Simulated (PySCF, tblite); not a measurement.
# piperidine (C₅H₁₁N): dynamics, then NMR shifts on frames

How do NMR shifts of piperidine (C₅H₁₁N) (`C1CCNCC1`) change as the atoms move?

The runs use tblite 0.8.0 and PySCF 2.14.0, with density-fitted response routines of our own; the level of theory stands in each step. All values are computed, except where a source is named. Atoms count from 0, in the outputs and in this text.

## (1) The starting structure

17 atoms, charge 0, multiplicity 1; geometry from: GFN2-xTB.

Bonds of the start (Å): C0–C1 1.53, C1–C2 1.53, C2–N3 1.45, N3–C4 1.45, C4–C5 1.53, C5–C0 1.53, C0–H6 1.09, C0–H7 1.09, C1–H8 1.09, C1–H9 1.09, C2–H10 1.09, C2–H11 1.09, N3–H12 1.02, C4–H13 1.09, C4–H14 1.09, C5–H15 1.09, C5–H16 1.09.

## (2) Thermal motion with GFN2-xTB

What the job is given:

```
{"job": {"kind": "md", "xc": "GFN2-xTB", "basis": "xTB", "temperature": 400, "steps": 2000, "every": 50, "frames": 5}, "charge": 0, "multiplicity": 1}
C      1.057832    -0.717110     0.418517
C     -0.081596    -1.346840    -0.381124
C     -1.380507    -0.573246    -0.124004
N     -1.266887     0.842397    -0.423957
C     -0.182697     1.453982     0.322626
C      1.169212     0.769886     0.085563
H      0.854364    -0.832154     1.486185
H      1.999586    -1.224998     0.198107
H     -0.209610    -2.393961    -0.101626
H      0.156731    -1.308808    -1.447986
H     -1.653885    -0.661093     0.932342
H     -2.196788    -0.985101    -0.722796
H     -1.092477     0.958779    -1.419164
H     -0.131477     2.510347     0.046835
H     -0.442472     1.390126     1.384104
H      1.455323     0.888836    -0.963448
H      1.938349     1.240988     0.699916
```

Level: GFN2-xTB Langevin dynamics, gas phase.

The run is started by

```console
$ OMP_NUM_THREADS=1 python probes_run.py task.json out
```

The driver reads the jobs from task.json and runs them one after another.

The log of the run:

```text
t/fs     T/K      E/eV
    0.0   345.3   -523.65859
   25.0   248.1   -523.21599
   50.0   281.3   -523.24683
   75.0   394.0   -523.12803
  100.0   298.5   -523.01268
  125.0   359.8   -523.08489
  150.0   309.1   -523.15439
  175.0   314.3   -523.05383
  200.0   414.8   -523.11701
  225.0   273.8   -522.82625
  250.0   313.7   -522.95634
  275.0   312.8   -522.98131
  300.0   314.6   -522.81512
  325.0   357.3   -523.02007
  350.0   383.8   -523.14143
  375.0   325.0   -522.89755
  400.0   315.5   -522.86121
  425.0   371.8   -522.64111
  450.0   456.9   -523.00836
  475.0   380.8   -522.60871
  500.0   495.6   -522.87423
  525.0   446.7   -522.90182
  550.0   510.4   -522.65825
  575.0   627.7   -522.78198
  600.0   482.3   -522.76072
  625.0   431.8   -522.75650
  650.0   508.0   -522.95076
  675.0   448.7   -522.79636
  700.0   472.4   -523.19102
  725.0   419.8   -523.07855
  750.0   311.9   -522.78522
  775.0   342.0   -523.09027
  800.0   295.3   -522.92067
  825.0   412.4   -523.00099
  850.0   303.8   -522.73308
  875.0   368.4   -523.01372
  900.0   317.5   -522.80543
  925.0   365.0   -523.09454
  950.0   391.0   -523.11795
  975.0   388.9   -522.92193
 1000.0   291.3   -522.81019
```

Wall time 7.9 s (1 thread of Intel Xeon Platinum 8488C, shared host); peak memory 0.18 GiB.

Distance from the start (root mean square after alignment): 0 fs 0.00 Å, 200 fs 0.18 Å, 400 fs 0.16 Å, 600 fs 0.19 Å, 800 fs 0.13 Å, 1000 fs 0.17 Å.

Positions (Å) and forces (eV/Å) at 1000 fs:

```xyz
17

C    -0.738    0.985    2.457   -0.275   -1.158    3.619
C    -1.546   -0.223    1.919    3.547   -0.552   -0.755
C    -2.576    0.120    0.902   -2.138    0.204   -1.079
N    -2.150    1.077   -0.148    0.088   -1.834    0.832
C    -1.611    2.215    0.527   -0.535   -0.004    0.880
C    -0.374    1.985    1.473   -0.221    2.297   -2.383
H    -1.298    1.445    3.289   -0.245   -0.005   -0.234
H     0.212    0.639    2.985   -1.001   -0.064   -0.594
H    -1.863   -0.879    2.716   -0.396    0.132    0.172
H    -0.685   -0.811    1.389   -1.455    0.421    0.399
H    -3.499    0.593    1.327    0.642   -0.325    0.180
H    -2.948   -0.808    0.398    0.344    0.525    0.250
H    -1.463    0.538   -0.669    0.336    0.478   -0.356
H    -1.468    2.989   -0.206    0.391    0.443   -0.225
H    -2.488    2.507    1.187    1.035    0.209   -0.438
H     0.542    1.593    0.984   -0.563    0.739   -0.411
H    -0.231    3.057    1.831    0.445   -1.505    0.145
```

## (3) NMR shieldings: 250 fs, PBE0/pcSseg-1

What the job is given:

```
{"job": {"kind": "nmr", "xc": "PBE0", "basis": "pcSseg-1", "pop": false}, "charge": 0, "multiplicity": 1}
C      0.750800    -0.301800     0.719200
C     -0.225400    -1.065700    -0.241000
C     -1.696400    -0.593800    -0.097800
N     -1.690200     0.818700    -0.477800
C     -0.832700     1.570600     0.474500
C      0.637100     1.139900     0.502300
H      0.647100    -0.616200     1.772700
H      1.730900    -0.674600     0.426800
H     -0.115400    -2.121700    -0.092300
H      0.170500    -0.902500    -1.220700
H     -2.089100    -0.695000     0.905900
H     -2.329600    -1.076500    -0.816800
H     -1.173600     0.974500    -1.377500
H     -1.134900     2.553400     0.349300
H     -1.193100     1.242900     1.451700
H      1.063700     1.449700    -0.500600
H      1.178400     1.810900     1.247400
```

Method: GIAO PBE0/pcSseg-1 NMR shielding, non-relativistic, gas phase.

The log of the run:

```text
coarse grid: 13312 points
cycle   1  E = -251.4610861211  dE =  6.512e-01  |g| = 3.896e-01  |ddm| = 3.497e+00
cycle   2  E = -251.4544988993  dE =  6.587e-03  |g| = 4.421e-01  |ddm| = 8.230e-01
cycle   3  E = -251.5022745141  dE = -4.778e-02  |g| = 5.622e-02  |ddm| = 4.456e-01
cycle   4  E = -251.5028701892  dE = -5.957e-04  |g| = 1.255e-02  |ddm| = 5.563e-02
cycle   5  E = -251.5028899409  dE = -1.975e-05  |g| = 8.381e-03  |ddm| = 1.688e-02
cycle   6  E = -251.5029046616  dE = -1.472e-05  |g| = 5.992e-04  |ddm| = 6.738e-03
cycle   7  E = -251.5029047347  dE = -7.305e-08  |g| = 2.487e-04  |ddm| = 7.512e-04
final grid: 126128 points
cycle   8  E = -251.5393536020  dE = -5.296e-05  |g| = 8.749e-03  |ddm| = 3.681e-02
cycle   9  E = -251.5393451555  dE =  8.446e-06  |g| = 1.063e-02  |ddm| = 1.705e-02
cycle  10  E = -251.5393731370  dE = -2.798e-05  |g| = 6.233e-04  |ddm| = 9.452e-03
cycle  11  E = -251.5393732139  dE = -7.693e-08  |g| = 1.566e-04  |ddm| = 7.171e-04
cycle  12  E = -251.5393732181  dE = -4.194e-09  |g| = 7.426e-05  |ddm| = 1.605e-04
cycle  13  E = -251.5393732192  dE = -1.119e-09  |g| = 1.065e-05  |ddm| = 5.946e-05
cycle  14  E = -251.5393732193  dE = -2.524e-11  |g| = 3.508e-06  |ddm| = 1.284e-05
converged SCF energy = -251.5393732193

GIAO shielding tensors (ppm)
atom      isotropic    diamagn.    paramagn.     s11        s22        s33       span
  0 C      160.872     245.970     -85.098    155.492    161.734    165.389      9.897
  1 C      152.425     248.212     -95.787    130.401    162.170    164.706     34.306
  2 C      134.758     245.939    -111.181    117.655    131.476    155.143     37.488
  3 N      183.932     321.476    -137.544    131.884    172.753    247.160    115.276
  4 C      132.883     247.075    -114.192    112.046    128.485    158.118     46.072
  5 C      152.208     245.747     -93.538    140.353    153.115    163.157     22.804
  6 H       29.677      30.037      -0.359     25.935     27.544     35.553      9.617
  7 H       29.849      30.614      -0.765     25.281     27.539     36.727     11.446
  8 H       30.548      31.247      -0.699     26.660     28.268     36.718     10.057
  9 H       31.178      32.728      -1.550     27.985     29.311     36.237      8.253
 10 H       29.396      30.094      -0.698     26.221     27.645     34.322      8.100
 11 H       28.829      29.558      -0.728     24.182     27.349     34.957     10.775
 12 H       31.394      32.442      -1.048     26.098     30.817     37.266     11.168
 13 H       29.281      30.879      -1.597     23.464     28.784     35.596     12.133
 14 H       29.533      30.716      -1.183     25.584     29.011     34.002      8.418
 15 H       29.382      29.695      -0.313     26.008     27.493     34.645      8.637
 16 H       28.908      28.150       0.757     25.016     26.154     35.553     10.537
```

Wall time 16 s (1 thread of Intel Xeon Platinum 8488C, shared host); peak memory 0.73 GiB.

The references, computed at this level on geometries of the same kind, shield at (ppm): 1H TMS 31.72, 13C TMS 186.9, 15N NH3 267.7. Their shielding less the atom's gives the shift. The references are single molecules in the gas phase, so shifts against H2O, NH3, PH3, H3PO4 or CFCl3 are not on the usual liquid scales and can be off by tens of ppm. Each atom is listed at this fixed geometry, with no averaging over motion; a spectrum would average atoms that exchange fast.

```
atoms                         environment  σ (ppm)  δ (ppm)
   C4                 sp3 CH2 bonded to N    132.9     54.0
   C2                 sp3 CH2 bonded to N    134.8     52.2
   C5                   sp3 CH2 in a ring    152.2     34.7
   C1                   sp3 CH2 in a ring    152.4     34.5
   C0                   sp3 CH2 in a ring    160.9     26.1
  H11  hydrogen on an sp3 CH2 bonded to N    28.83     2.89
  H16    hydrogen on an sp3 CH2 in a ring    28.91     2.81
  H13  hydrogen on an sp3 CH2 bonded to N    29.28     2.44
  H15    hydrogen on an sp3 CH2 in a ring    29.38     2.34
  H10  hydrogen on an sp3 CH2 bonded to N    29.40     2.32
  H14  hydrogen on an sp3 CH2 bonded to N    29.53     2.18
   H6    hydrogen on an sp3 CH2 in a ring    29.68     2.04
   H7    hydrogen on an sp3 CH2 in a ring    29.85     1.87
   H8    hydrogen on an sp3 CH2 in a ring    30.55     1.17
   H9    hydrogen on an sp3 CH2 in a ring    31.18     0.54
  H12       hydrogen on an amine nitrogen    31.39     0.32
   N3                      amine nitrogen    183.9     83.8
```

Ring of atoms C0, C1, C2, N3, C4, C5: NICS(0) -0.7, NICS(1) -1.6, NICS(1)zz 3.5 ppm (means of both faces).

## (4) NMR shieldings: 425 fs, PBE0/pcSseg-1

What the job is given:

```
{"job": {"kind": "nmr", "xc": "PBE0", "basis": "pcSseg-1", "pop": false}, "charge": 0, "multiplicity": 1}
C      0.567200     0.162800     1.325800
C      0.194000    -0.646700     0.148300
C     -1.317200    -0.590200    -0.083300
N     -1.822300     0.816700    -0.222800
C     -1.428800     1.647200     0.885400
C      0.160500     1.606400     1.001000
H      0.193400    -0.317500     2.261800
H      1.696500     0.374400     1.632100
H      0.439000    -1.643200     0.229900
H      0.682300    -0.110800    -0.719800
H     -1.832700    -1.037000     0.751200
H     -1.716900    -1.151000    -1.005300
H     -1.552400     1.204200    -1.118700
H     -1.728000     2.660500     0.585500
H     -1.859000     1.438000     1.767500
H      0.563700     1.923800     0.044400
H      0.458900     2.341400     1.760200
```

Level: GIAO PBE0/pcSseg-1 NMR shielding, non-relativistic, gas phase.

The log of the run:

```text
coarse grid: 13312 points
cycle   1  E = -251.4460308771  dE =  6.242e-01  |g| = 3.980e-01  |ddm| = 3.498e+00
cycle   2  E = -251.4352627337  dE =  1.077e-02  |g| = 4.678e-01  |ddm| = 8.504e-01
cycle   3  E = -251.4886947640  dE = -5.343e-02  |g| = 5.265e-02  |ddm| = 4.681e-01
cycle   4  E = -251.4892187947  dE = -5.240e-04  |g| = 1.202e-02  |ddm| = 5.268e-02
cycle   5  E = -251.4892412160  dE = -2.242e-05  |g| = 6.957e-03  |ddm| = 1.561e-02
cycle   6  E = -251.4892514646  dE = -1.025e-05  |g| = 8.666e-04  |ddm| = 5.662e-03
cycle   7  E = -251.4892516176  dE = -1.530e-07  |g| = 3.074e-04  |ddm| = 8.779e-04
final grid: 126128 points
cycle   8  E = -251.5258883969  dE = -5.237e-05  |g| = 8.113e-03  |ddm| = 3.885e-02
cycle   9  E = -251.5258800069  dE =  8.390e-06  |g| = 1.012e-02  |ddm| = 1.664e-02
cycle  10  E = -251.5259050312  dE = -2.502e-05  |g| = 6.110e-04  |ddm| = 9.127e-03
cycle  11  E = -251.5259051060  dE = -7.481e-08  |g| = 1.740e-04  |ddm| = 6.981e-04
cycle  12  E = -251.5259051117  dE = -5.695e-09  |g| = 7.304e-05  |ddm| = 1.863e-04
cycle  13  E = -251.5259051128  dE = -1.122e-09  |g| = 1.122e-05  |ddm| = 6.893e-05
cycle  14  E = -251.5259051129  dE = -2.763e-11  |g| = 3.537e-06  |ddm| = 1.286e-05
converged SCF energy = -251.5259051129

GIAO shielding tensors (ppm)
atom      isotropic    diamagn.    paramagn.     s11        s22        s33       span
  0 C      152.964     245.654     -92.689    137.214    143.061    178.618     41.404
  1 C      151.740     245.975     -94.235    138.145    150.565    166.509     28.364
  2 C      129.546     245.155    -115.609    116.124    122.175    150.338     34.214
  3 N      201.000     320.829    -119.829    175.953    188.460    238.588     62.635
  4 C      138.030     244.567    -106.537    122.749    135.564    155.777     33.028
  5 C      143.498     247.973    -104.476    121.509    145.250    163.734     42.225
  6 H       29.259      29.833      -0.574     26.291     27.134     34.352      8.062
  7 H       27.122      27.798      -0.676     21.550     25.417     34.399     12.850
  8 H       31.215      32.182      -0.967     26.787     29.034     37.824     11.037
  9 H       29.238      30.255      -1.018     26.051     27.736     33.925      7.873
 10 H       29.277      30.421      -1.144     25.248     28.561     34.022      8.774
 11 H       27.481      28.271      -0.789     22.852     26.139     33.454     10.602
 12 H       31.264      33.541      -2.277     24.733     30.206     38.852     14.120
 13 H       28.718      28.416       0.302     23.836     27.462     34.856     11.020
 14 H       31.105      31.511      -0.406     26.831     30.255     36.228      9.397
 15 H       30.735      31.394      -0.660     28.445     28.875     34.883      6.438
 16 H       29.796      29.778       0.018     26.394     27.653     35.341      8.947
```

Run time: 16 s. Hardware: 1 thread of Intel Xeon Platinum 8488C, shared host; peak memory 0.75 GiB.

In short: δ C2 57.4, C4 48.9, C5 43.4, C1 35.2, H7 4.59, H11 4.24 ppm.

(Part 1 of 2 ends here.)
